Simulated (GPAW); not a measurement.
# B/Ag(111): work function by functional and basis, part 2 of 2

Wanted: work functions and dipole of B/Ag(111), with the cost of each level.

GPAW 26.7.0; GPAW, PAW setups; slab in vacuum, relaxation (the session's first sound run).

So far, upper work function (eV): step 2 (relaxing the atoms, PBE, GPAW) 5.59; step 5 (self-consistent run: xc = "LDA") 5.79; step 6 (self-consistent run: xc = "RPBE") 5.50; step 7 (OptPBE vdW: xc = "optPBE-vdW", GPAW, PAW setups, GPAW) 5.78; step 8 (self-consistent run: xc = "revPBE") 5.50.

### Step 9. Real-space grid: mode = "fd"

A real-space grid is a second complete basis, so it checks the plane-wave result.

Input file run.py:

```python
import json
import numpy as np
from ase import Atoms
from gpaw import GPAW

slab = Atoms(
    ['Ag', 'Ag', 'Ag', 'Ag', 'B'],
    positions=[
        [0.00000, 0.00000, 8.00000],
        [1.44603, 0.83487, 10.36136],
        [2.89207, 1.66974, 12.76053],
        [0.00000, 0.00000, 15.20954],
        [1.44603, 0.83487, 16.79354]],
    cell=[[2.89207, 0.0, 0.0], [1.44603, 2.5046, 0.0], [0.0, 0.0, 24.65128]],
    pbc=[True, True, False])

slab.calc = GPAW(mode='fd', h=0.18, xc='PBE', kpts={'size': (12, 12, 1), 'gamma': True},
                 occupations={'name': 'fermi-dirac', 'width': 0.1}, nbands='200%',
                 convergence={'density': 1e-05}, maxiter=200,
                 poissonsolver={'dipolelayer': 'xy'},
                 symmetry={'tolerance': 1e-3}, txt='slab.txt')
result = {}
energy = slab.get_potential_energy()
fermi = slab.calc.get_fermi_level()
v = slab.calc.get_electrostatic_potential().mean((0, 1)) - fermi
n = slab.calc.get_pseudo_density().mean((0, 1))
L = slab.cell[2, 2]
z = np.arange(len(v)) * L / len(v)
low, high = slab.positions[:, 2].min(), slab.positions[:, 2].max()
below, above = np.interp([low - 5.8, high + 5.8], z, v)
slopes = [np.interp(x, z, np.gradient(v, z)) for x in (low - 5.8, high + 5.8)]
eps = np.array([[slab.calc.get_eigenvalues(k, s) for k in range(len(slab.calc.get_ibz_k_points()))]
                for s in range(slab.calc.get_number_of_spins())]) - fermi
top, bottom = eps[eps < 0].max(), eps[eps > 0].min()
dipole = slab.get_dipole_moment()[2]
print(f'energy {energy:.4f} eV, Fermi level {fermi:.4f} eV, dipole {dipole:.5f} e A')
print(f'potential 5.8 A off the faces, from the Fermi level: lower {below:.4f} eV, upper {above:.4f} eV')
print(f'slope of the potential there: lower {slopes[0]:.5f}, upper {slopes[1]:.5f} eV/A')
print(f'nearest levels on the mesh: {top:.4f} and {bottom:.4f} eV')
print('magnetic moment', round(slab.get_magnetic_moment(), 3))
result.update(energy=energy, fermi=fermi, dipole=dipole, below=below, above=above, slopes=slopes, edges=[top, bottom],
              z=z.tolist(), v=v.tolist(), n=n.tolist(), positions=slab.positions.tolist(),
              forces=slab.get_forces(apply_constraint=False).tolist(), moments=slab.get_magnetic_moments().tolist())
json.dump(result, open('result.json', 'w'))
```

Command:

```sh
$ OMP_NUM_THREADS=1 OPENBLAS_NUM_THREADS=1 python run.py
```

Log:

```text
energy -14.6126 eV, Fermi level -4.9948 eV, dipole -0.04760 e A
potential 5.8 A off the faces, from the Fermi level: lower 4.3996 eV, upper 5.5899 eV
slope of the potential there: lower -0.00006, upper 0.00001 eV/A
nearest levels on the mesh: -0.0309 and 0.0822 eV
magnetic moment 0.0
```

The job ended after 6.4 min (1 thread of Arm Neoverse V2, shared host; peak memory 0.73 GiB).

This step gave:

```yaml
dipole_along_the_normal: -0.04760 e·Å
levels_nearest_the_fermi_level_on_the_mesh: -0.03091, 0.08216 eV from the Fermi level
upper_work_function: 5.590 eV
lower_work_function: 4.400 eV
```

The upper face's work function is 5.590 eV, against 5.593 eV in the first plane-wave PBE run at this geometry.

### Step 10. Atomic orbitals: mode = "lcao"

Atom-centred orbitals end a few angstrom from the surface, which tests how much the density's tail matters.

run.py: that of step 9 with these lines changed.

```diff
@@ -16,4 +16,4 @@
 
-slab.calc = GPAW(mode='fd', h=0.18, xc='PBE', kpts={'size': (12, 12, 1), 'gamma': True},
-                 occupations={'name': 'fermi-dirac', 'width': 0.1}, nbands='200%',
+slab.calc = GPAW(mode='lcao', basis='dzp', h=0.18, xc='PBE', kpts={'size': (12, 12, 1), 'gamma': True},
+                 occupations={'name': 'fermi-dirac', 'width': 0.1}, nbands='120%',
                  convergence={'density': 1e-05}, maxiter=200,
```

Log:

```text
energy -12.6313 eV, Fermi level -4.9810 eV, dipole -0.04889 e A
potential 5.8 A off the faces, from the Fermi level: lower 4.3698 eV, upper 5.5922 eV
slope of the potential there: lower -0.00003, upper 0.00000 eV/A
nearest levels on the mesh: -0.0336 and 0.0993 eV
magnetic moment 0.0
```

Wall time 10 min (1 thread); peak memory 0.31 GiB.

Numbers from this step:

```yaml
dipole_along_the_normal: -0.04889 e·Å
levels_nearest_the_fermi_level_on_the_mesh: -0.03357, 0.09929 eV from the Fermi level
upper_work_function: 5.592 eV
lower_work_function: 4.370 eV
```

The electrostatic potential energy of an electron (without an applied field's), less the Fermi level, planar mean oscillates, so the rows of the table below give means over windows of 2.36 Å about each position, cut where the curve ends. Its maxima inside the range that stand out by 2 % of the span (Å: eV): 9.2: 0.635, 11.6: 0.884, 14.0: 0.882, 16.1: -3.61. Its minima: 8.0: -20.8, 10.3: -20.8, 12.8: -20.8, 15.2: -21.8, 16.8: -11.2.

Electrostatic potential energy of an electron (without an applied field's), less the Fermi level, planar mean against z; means over each step:

z (Å), electrostatic potential energy of an electron (without an applied field's), less the Fermi level, planar mean (eV) and a bar from the least value:
```
     1.18        4.4 ############################
     3.54        4.4 ############################
     5.90        3.7 ##########################
     8.26       -8.2 ###
    10.62       -8.2 ###
    12.98       -8.2 ###
    15.34      -10.0 
    17.70        0.1 ###################
    20.06        5.6 ##############################
    22.42        5.6 ##############################
```

The upper face's work function is 5.592 eV, against 5.593 eV in the first plane-wave PBE run at this geometry.

### Step 11. All levels side by side

Times are for 1 thread of Arm Neoverse V2, shared host. The series side by side:

| no. | run | upper work function (eV) | lower work function (eV) | time | memory (GiB) |
| --- | --- | --- | --- | --- | --- |
| 1 | pw | 5.593 | 4.398 | 2.2 min | 0.29 |
| 2 | vdW DF2 | 5.943 | 4.771 | 5.3 min | 0.44 |
| 3 | LDA | 5.785 | 4.817 | 2.3 min | 0.3 |
| 4 | RPBE | 5.502 | 4.202 | 2.2 min | 0.3 |
| 5 | optPBE vdW | 5.777 | 4.575 | 2.4 min | 0.44 |
| 6 | revPBE | 5.503 | 4.226 | 2.2 min | 0.3 |
| 7 | fd | 5.590 | 4.400 | 6.4 min | 0.73 |
| 8 | lcao | 5.592 | 4.370 | 10 min | 0.31 |

### Step 12. Side by side

Results and costs are gathered.

This step: comparison of work functions, dipole and cost (GPAW 26.7.0).

Ladder, by row:

| step | code | work function, upper (eV) | work function, lower (eV) | dipole (e Å) | wall time (s) | peak memory (GiB) | threads |
| --- | --- | --- | --- | --- | --- | --- | --- |
| pw | GPAW | 5.593 | 4.398 | -0.04774 | 133 | 0.29 | 1 |
| vdW-DF2 | GPAW | 5.943 | 4.771 | -0.04683 | 320.3 | 0.44 | 1 |
| LDA | GPAW | 5.785 | 4.817 | -0.03868 | 139.7 | 0.3 | 1 |
| RPBE | GPAW | 5.502 | 4.202 | -0.05196 | 133 | 0.3 | 1 |
| optPBE-vdW | GPAW | 5.777 | 4.575 | -0.04802 | 142.4 | 0.44 | 1 |
| revPBE | GPAW | 5.503 | 4.226 | -0.05105 | 129.5 | 0.3 | 1 |
| fd | GPAW | 5.59 | 4.4 | -0.0476 | 383.7 | 0.73 | 1 |
| lcao | GPAW | 5.592 | 4.37 | -0.04889 | 599 | 0.31 | 1 |

### Step 13. Results

| Property | Result |
| --- | --- |
| work function, upper and lower face | 5.593 and 4.398 eV |
| dipole along the normal | -0.0477 e Å |

**Reading.** With plane waves and PBE the work function is 5.59 eV on the upper face and 4.40 eV on the lower. The two faces differ by 1.2 eV, the step that the slab's dipole makes (e p/(ε0 A) gives 1.2 eV), so the dipole layer is needed. Over the sound runs of the table the upper face's work function spans 5.502 (RPBE) to 5.943 eV (vdW-DF2). The cell of 7.24 Å² holds one B, started on one chosen site; other sites and coverages weren't tried. The in-plane lattice was kept as typed, which isn't the functional's own and leaves some strain; spin-orbit coupling and temperature are left out.

[Logs are printed without paths, hosts, clocks, repeated set-up lines and the standing remarks that a program may print on its own settings, such as how far it seeks lower states.]

[Hosts, paths, dates, database ids (printed as entryN), source tags and the programs' standing remarks are cut or masked in the printed files.]
